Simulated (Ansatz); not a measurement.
# NiO: band structure with PBEsol

**The experiment to reproduce.**

From “Local correlations, non-local screening, multiplets, and band formation in NiO”, 2012, arxiv:1210.6675, for a bulk crystal of NiO: band gap 4.3 eV.

Crystal: NiO.

```
Ni O
1.0
     0.00000    2.08590    2.08590
     2.08590    0.00000    2.08590
     2.08590    2.08590    0.00000
Ni O
1 1
Direct
  0.00000 0.00000 0.00000
  0.50000 0.50000 0.50000
```

| Item | Value |
| --- | --- |
| Program | Ansatz 0.2.0 |
| Task | band structure |
| Functional | PBEsol |
| Potentials or basis | all-electron LAPW, non-relativistic |
| Cutoff | 378 eV (chosen from the basis error) |
| Basis error allowed | 0.001 eV/atom |
| k mesh | 11 × 11 × 11 |
| Occupations | fermi-dirac, width 0.05 eV |
| Spin | collinear spin, ferromagnetic start |
| Starting moments | [1.0, 0.0] μB |

```
Pressure                : -5.8 GPa
Band gap along the path : none (metal or under the smearing width)
Net moment              : 1.41 μB per cell
Absolute moment         : 1.41 μB per cell
Site moments            : Ni +1.18; O +0.22 μB
```

Levels at the corners of the path, in eV from the Fermi level:
Spin up:
| point | band 10 | band 11 | band 12 | band 13 | band 14 | band 15 | band 16 | band 17 | band 18 |
| --- | --- | --- | --- | --- | --- | --- | --- | --- | --- |
| Γ | -2.82 | -2.82 | -2.49 | -2.49 | -2.49 | 1.73 | 17.58 | 18.74 | 18.74 |
| X | -3.41 | -2.47 | -1.90 | -1.45 | -1.45 | 6.55 | 10.47 | 12.08 | 16.62 |
| W | -2.04 | -1.75 | -1.75 | -1.45 | -0.98 | 8.85 | 10.57 | 10.57 | 13.48 |
| K | -2.41 | -1.59 | -1.58 | -1.36 | -0.95 | 8.14 | 10.25 | 10.41 | 15.85 |
| Γ | -2.82 | -2.82 | -2.49 | -2.49 | -2.49 | 1.73 | 17.58 | 18.74 | 18.74 |
| L | -1.76 | -1.76 | -1.25 | 0.46 | 0.46 | 5.53 | 10.14 | 14.04 | 14.04 |
| U | -2.41 | -1.59 | -1.58 | -1.36 | -0.95 | 8.14 | 10.25 | 10.41 | 15.85 |
| W | -2.04 | -1.75 | -1.75 | -1.45 | -0.98 | 8.85 | 10.57 | 10.57 | 13.48 |
Spin down:
```csv
point,band 9,band 10,band 11,band 12,band 13,band 14,band 15,band 16
Γ,-2.69,-1.78,-1.78,-1.78,-0.90,-0.90,2.01,17.55
X,-4.03,-2.80,-0.65,-0.65,-0.47,0.09,6.90,10.77
W,-5.35,-1.03,-1.03,-0.65,-0.05,0.74,9.26,10.85
K,-4.62,-1.62,-0.79,-0.58,0.23,0.73,8.48,10.54
Γ,-2.69,-1.78,-1.78,-1.78,-0.90,-0.90,2.01,17.55
L,-5.03,-0.88,-0.88,-0.50,1.97,1.97,5.68,10.56
U,-4.62,-1.62,-0.79,-0.58,0.23,0.73,8.48,10.54
W,-5.35,-1.03,-1.03,-0.65,-0.05,0.74,9.26,10.85
```

Run time: 12 s on 2 threads of Intel(R) Xeon(R) Platinum 8488C (Sapphire Rapids), with other jobs on the host, peak memory 0.47 GiB.

Measured gap of NiO: 4.3 eV (quoted in “Local correlations, non-local screening, multiplets, and band formation in NiO”, 2012, arxiv:1210.6675). This calculation gives 0.00 eV (-4.30 eV). So large a miss can be the level of theory's own, or it may mean another phase, state or a wrong row. The value is that of PBEsol, without temperature or zero-point motion. Semilocal functionals fall short of measured gaps as a rule. The run's magnetic order (collinear spin, ferromagnetic start) needn't be the measured crystal's.

Caveat: a cell with one magnetic atom can't hold antiferromagnetic order, which such compounds often take; semilocal functionals often make such compounds metallic where correlation or magnetic order opens a gap, which also shifts bond lengths.
